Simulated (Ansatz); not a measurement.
**Exact exchange in CaS: computed gaps and pressures at one geometry**

```
CELL_PARAMETERS angstrom
0.00000 2.84300 2.84300
2.84300 0.00000 2.84300
2.84300 2.84300 0.00000
ATOMIC_POSITIONS crystal
Ca 0.50000 0.50000 0.50000
S 0.00000 0.00000 0.00000
```

All runs: Ansatz, plane waves and PAW, scalar-relativistic (no spin–orbit coupling), 4×4×4 k-mesh, Gaussian smearing of 0.05 eV, no spin polarisation. Semilocal reference PBE: gap 2.34 eV, pressure 0.9 GPa. The hybrids carry no U.

(1) Order these functionals by the gap that they give, smallest first.
A. r2SCAN0
B. PBE0-type hybrid with an exact-exchange fraction taken as 1/ε∞
C. HSE06-type hybrid with an exact-exchange fraction of 0.1
D. HSE06-type hybrid with an exact-exchange fraction of 0.5
E. PBE0-type hybrid with an exact-exchange fraction of 0.05
F. r2SCAN50
G. HSE06-type hybrid with an exact-exchange fraction of 0.2
H. PBE0

(2) What are the full results?

## Answers

(1) E (2.69 eV), C (2.76 eV), G (3.18 eV), B (3.75 eV), H (4.11 eV), A (4.38 eV), D (4.49 eV), F (5.99 eV).

(2) 
```csv
functional,gap,pressure (GPa),cutoff (eV),core-seconds
PBE0-type hybrid with an exact-exchange fraction of 0.05,2.69 eV,0.8,420,11
HSE06-type hybrid with an exact-exchange fraction of 0.1,2.76 eV,0.7,420,11
HSE06-type hybrid with an exact-exchange fraction of 0.2,3.18 eV,0.6,420,11
PBE0-type hybrid with an exact-exchange fraction taken as 1/ε∞,3.75 eV,0.5,420,19
PBE0,4.11 eV,0.4,420,11
r2SCAN0,4.38 eV,0.3,500,15
HSE06-type hybrid with an exact-exchange fraction of 0.5,4.49 eV,0.0,420,12
r2SCAN50,5.99 eV,0.1,500,18
```

In the PBE0 form the gap grows almost linearly with the exact-exchange fraction, by 0.71 eV for each tenth. The dielectric-dependent PBE0 form takes the fraction 0.199 = 1/ε∞, that is ε∞ = 5.0. On shared hosts the hybrid runs at the reference's cutoff took roughly 12 to 22 times the core time of the semilocal one on the same mesh, with some more bands.

Caveats: core times come from shared hosts and scatter; gaps are read on a coarse mesh; stress loosely converged.
